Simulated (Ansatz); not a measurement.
## MgSi in Ansatz: convergence with ecutfock ratio

Input of the first run (ecutfock ratio 1); the others differ in this setting and in those tied to it:

input.yaml

```yaml
crystal:
  lattice:
    - [2.908394, 0.0, 0.0]
    - [0.0, 2.908394, 0.0]
    - [0.0, 0.0, 4.103427]
  atoms:
    - { symbol: Si, position: [0.5, 0.5, 0.5] }
    - { symbol: Mg, position: [0.0, 0.0, 0.0] }
hamiltonian:
  xc: hse06
  pseudopotentials: { kind: paw }
kpoints:
  mp_grid: { grid: [5, 5, 4] }
scf:
  occupations: { method: gaussian, width: 0.05 }
  exx: { ecutfock_ratio: 1 }
output:
  forces: true
  stress: true
  eigenvalues: true
```

Potentials or basis: Ansatz PAW.

Launch:

```sh
$ ansatz run input.yaml --threads 2 --pin off --max-ram 5632MiB --backend cpu --events-out ev --progress --plain --runs-dir out
```

The cell comes from a database or a generator and needn't be the stable form of this composition.

Hardware: 2 threads of Arm Neoverse V1, with other jobs on the host.

The values tried are 1, 2, 3, 4, loosest first. From which on does the energy stay within 1 meV/atom of the tightest run that finished?

From 2 on.

| ecutfock ratio | energy less the tightest run, at zero smearing (meV/atom) | SCF cycles | CPU time (s) | peak memory (GiB) |
| --- | --- | --- | --- | --- |
| 1 | 18.14 | 14 | 11 | 0.5 |
| 2 | 0.07 | 14 | 13 | 0.57 |
| 3 | 0.00 | 14 | 15 | 0.62 |
| 4 | 0.00 | 14 | 14 | 0.64 |

The tightest run that finished is the yardstick and may itself not be fully converged.

Caveat, for the tightest run too: the k mesh is coarse (spacing up to 0.43 Å⁻¹), so the values aren't converged, least of all with exact exchange.
